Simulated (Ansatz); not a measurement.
The calculation used DFT PBE, scalar-relativistic, plane waves, PAW in Ansatz 0.2.0. All cells share a 420 eV cutoff and Γ-centred k meshes spaced at most about 0.3 Å⁻¹ (about 0.25 or finer for metals, 2π included). No spin polarisation.

These are static total energies at zero pressure.

Two forms of Mg₂I were relaxed alike.

A.

```xyz
3
Lattice="6.2220 0.0000 0.0000 0.0000 6.2220 0.0000 0.0000 0.0000 3.5919" Properties=species:S:1:pos:R:3 pbc="T T T"
Mg    0.0000    3.1110    0.0000
Mg    3.1110    0.0000    0.0000
I     3.1110    3.1110    0.0000
```

B.

```xyz
6
Lattice="6.4717 0.0000 0.0000 0.0000 8.3992 0.0000 0.0000 0.0000 3.8088" Properties=species:S:1:pos:R:3 pbc="T T T"
Mg    2.3541    7.2398    1.9044
Mg    5.5899    5.3591    0.0000
Mg    4.1175    1.1594    1.9044
Mg    0.8817    3.0402    0.0000
I     3.2358    4.1996    1.9044
I     0.0000    0.0000    0.0000
```

**Question.** Which form is favoured at zero pressure, and by what margin per atom?

**Answer.** B is lower, by 292 meV/atom. A has space group P4/mmm (No. 123), 46.4 Å³/atom and no gap on its mesh; B has space group Pnnm (No. 58), 34.5 Å³/atom and no gap. Counting I atoms around Mg (those within 1.25 times the shortest such distance or 1.15 times the sum of covalent radii), A has Mg 2 and B has Mg 3. Even the lower one lies +0.05 eV/atom against the reference forms of the elements (uncorrected), so neither is stable at this level. In A, around Mg lie 2 I at 3.11 Å and 2 Mg at 3.59 Å; I has 4 Mg at 3.11 Å and 2 I at 3.59 Å. In B, around Mg lie 1 Mg at 2.91 Å and 3 I at 3.17–3.24 Å; I is surrounded by 6 Mg at 3.17–3.24 Å and 2 I at 3.81 Å. Both come from invented guesses. The lowest form computed isn't among them: it has the anti-cadmium chloride type, space group R-3m (No. 166), 29.6 Å³/atom and lies 257 meV/atom below the best shown.

Weakly bound directions are ill-defined at this level, which has no dispersion term (P4/mmm), and this can change margins and order among such cells. These runs have no spin–orbit coupling, which can matter for I. In P4/mmm an odd number of electrons in the primitive cell allows no gap without spin; a larger cell or a magnetic state could open one. Cells relaxed within their symmetry can be saddle points. Some candidate types were left out of the draw beforehand, so a known form may be missing.
